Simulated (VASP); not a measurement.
All values below come from PBE GGA, VASP's PBE PAW potentials (set 64) (plane waves; VASP).

VASP ran on this input.

KPOINTS:
```
Automatic mesh
0
Gamma
12 12 9
0 0 0
```

INCAR:
```
# general
SYSTEM  = CoPt
PREC    = Accurate
ENCUT   = 400   # plane-wave cut-off (eV)
LREAL   = F
LASPH   = T   # aspherical one-centre terms
NBANDS  = 28

# electronic loop
EDIFF   = 1E-6   # SCF stop (eV)
NELM    = 100   # most electronic steps
ALGO    = Normal   # blocked Davidson
LMAXMIX = 6

# smearing
ISMEAR  = 1   # Methfessel-Paxton
SIGMA   = 0.1   # width (eV)

# functional
GGA     = PE   # PBE

# spin
ISPIN   = 2   # spin-polarised
MAGMOM  = 2.0 0.0

# ions
ISIF    = 2   # forces and stress, cell fixed

# output
LWAVE   = F
LCHARG  = F
LORBIT  = 10
```

### POSCAR
```
CoPt
2.690
  1.0000000000   0.0000000000   0.0000000000
  0.0000000000   1.0000000000   0.0000000000
  0.0000000000   0.0000000000   1.3754646840
Co Pt
1 1
Cart
  0.0000000000   0.0000000000   0.0000000000
  0.5000000000   0.5000000000   0.6877323420
```

POTCAR, in this order: Co Pt (PBE.64 set). Program: vasp_std.

What VASP printed:

### OSZICAR
```
       N       E                     dE             d eps       ncg     rms          rms(c)
DAV:   1     0.931414200003E+02    0.93141E+02   -0.61817E+03 16672   0.606E+02
DAV:   2    -0.983313322258E+01   -0.10297E+03   -0.92189E+02 16480   0.167E+02
DAV:   3    -0.146793716573E+02   -0.48462E+01   -0.46871E+01 19076   0.382E+01
DAV:   4    -0.147363906380E+02   -0.57019E-01   -0.56938E-01 19720   0.381E+00
DAV:   5    -0.147376392632E+02   -0.12486E-02   -0.12481E-02 20612   0.569E-01    0.167E+01
DAV:   6    -0.167929786938E+02   -0.20553E+01   -0.88610E+00 20616   0.493E+01    0.243E+01
DAV:   7    -0.134413710975E+02    0.33516E+01   -0.64443E+00 21212   0.451E+01    0.784E+00
DAV:   8    -0.133658279814E+02    0.75543E-01   -0.20029E-01 22836   0.428E+00    0.360E+00
DAV:   9    -0.133078525753E+02    0.57975E-01   -0.62441E-02 24008   0.389E+00    0.814E-01
DAV:  10    -0.133079409525E+02   -0.88377E-04   -0.87803E-03 22416   0.608E-01    0.413E-01
DAV:  11    -0.133074365082E+02    0.50444E-03   -0.11049E-03 22752   0.520E-01    0.201E-01
DAV:  12    -0.133073099578E+02    0.12655E-03   -0.17796E-04 22768   0.154E-01    0.715E-02
DAV:  13    -0.133073108736E+02   -0.91579E-06   -0.25844E-05 21396   0.478E-02    0.394E-02
DAV:  14    -0.133072984565E+02    0.12417E-04   -0.18442E-05 21184   0.371E-02    0.209E-02
DAV:  15    -0.133073014470E+02   -0.29905E-05   -0.81564E-06 17568   0.194E-02    0.875E-03
DAV:  16    -0.133073008604E+02    0.58662E-06   -0.88817E-07 11304   0.103E-02
   1 F= -.13307301E+02 E0= -.13307023E+02  d E =-.833958E-03  mag=     2.2675
```

File OUTCAR:
```
------------------------ aborting loop because EDIFF is reached ----------------------------------------
  FORCE on cell =-STRESS in cart. coord.  units (eV):
  Direction    XX          YY          ZZ          XY          YZ          ZX
  --------------------------------------------------------------------------------------
  Total        0.2328240      0.2328240      0.2690973      0.0000000      0.0000000      0.0000000
  in kB       13.9325936     13.9325936     16.1032520      0.0000000      0.0000000      0.0000000
  external PRESSURE =      14.6561464 kB  Pullay stress =       0.0000000 kB
  volume of cell :       26.77
      direct lattice vectors                 reciprocal lattice vectors
     2.690000000  0.000000000  0.000000000     0.371747212  0.000000000  0.000000000
     0.000000000  2.690000000  0.000000000     0.000000000  0.371747212  0.000000000
     0.000000000  0.000000000  3.700000000     0.000000000  0.000000000  0.270270270
 POSITION                                       TOTAL-FORCE (eV/Angst)
 -----------------------------------------------------------------------------------
      0.00000      0.00000      0.00000         0.000000      0.000000      0.000000
      1.34500      1.34500      1.85000         0.000000      0.000000      0.000000
 -----------------------------------------------------------------------------------
    total drift:                                0.000000     -0.000000     -0.000000
  FREE ENERGIE OF THE ION-ELECTRON SYSTEM (eV)
  ---------------------------------------------------
  free  energy   TOTEN  =       -13.3073008604 eV

  energy  without entropy=      -13.3064669019  energy(sigma->0) =      -13.30702287

 total charge

# of ion       s       p       d       tot
------------------------------------------
    1        0.412   0.440   7.205   8.056
    2        0.714   0.665   8.041   9.420
--------------------------------------------------
tot          1.125   1.105  15.245  17.476

 magnetization (x)

# of ion       s       p       d       tot
------------------------------------------
    1       -0.001  -0.013   1.907   1.893
    2       -0.013  -0.051   0.454   0.390
--------------------------------------------------
tot         -0.014  -0.064   2.361   2.284
```
(Selected blocks of OUTCAR.)

The compound is CoPt in the L1_0 structure. The cell was not relaxed at this level. The run is one of a series of settings (NBANDS = 28 against the base run), some of them coarse on purpose.
